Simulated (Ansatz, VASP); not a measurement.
**BN: VASP beside Ansatz**

Contents of INCAR:

```
SYSTEM = BN
ALGO = Normal ; EDIFF = 1E-7
ENCUT = 520 ; GGA = PE
ISIF = 2 ; ISMEAR = 0
LASPH = .True. ; LCHARG = .False.
LREAL = .False. ; LWAVE = .False.
NBANDS = 11 ; NELM = 60
PREC = Accurate ; SIGMA = 0.02
```

File KPOINTS:

```
k-points
0
Gamma
  12 12 12
  0 0 0
```

The input POSCAR:

```
BN
1.0
    1.2638035484      0.7296585746      3.4815358026
   -1.2965421136      0.7797034459      3.4829620814
    0.0269708473     -1.5127012256      3.4829640541
B N
1 1
Direct
    1.0701443324      0.9670170865      0.9670170865
    0.2622886676      0.3654159135      0.3654159135
```

Input for Ansatz:

```yaml
crystal:
  lattice:
    - [1.2638035484, 0.7296585746, 3.4815358026]
    - [-1.2965421136, 0.7797034459, 3.4829620814]
    - [0.0269708473, -1.5127012256, 3.4829640541]
  atoms:
    - { symbol: B, position: [1.0701443324, 0.9670170865, 0.9670170865] }
    - { symbol: "N", position: [0.2622886676, 0.3654159135, 0.3654159135] }
basis:
  ecutwfc: 420
kpoints:
  mp_grid: { grid: [12, 12, 12] }
hamiltonian:
  xc: pbe
scf:
  occupations: { method: gaussian, width: 0.02 }
output:
  forces: true
  stress: true
  eigenvalues: true
```

Alike in both runs: task single point; functional PBE; k mesh 12 × 12 × 12; occupations gaussian, width 0.02 eV; no spin polarisation.

```csv
,VASP,Ansatz
version,VASP 6.6.1,Ansatz 0.2.0
potentials or method,"VASP PAW PBE potentials, release 64 (B, N)","scalar-relativistic, plane waves, PAW"
plane-wave cutoff (eV),520,420
valence electrons in the cell,8,8
```

```csv
,VASP,Ansatz,Ansatz less VASP
gap on the k mesh at the Fermi level (eV),1.68,1.69,+0.007
least direct gap on the mesh (eV),3.30,3.30,0.000
pressure (GPa),-5.3,-5.1,+0.19
largest component of the traceless stress (GPa),6.41,6.36,-0.044
rms of the force components (eV/Å),2.936,2.941,+0.0051
```

Atom by atom the forces differ by 0.006 eV/Å (rms over components). With one functional, cell and mesh, what is left measures potentials, basis and numerics. Ansatz warned: «near_symmetry_operations_not_taken».

Caveats: forces of over 1 eV/Å show positions far from the minimum, so gaps and moduli don't describe the material at rest. A k mesh can miss the band edges.
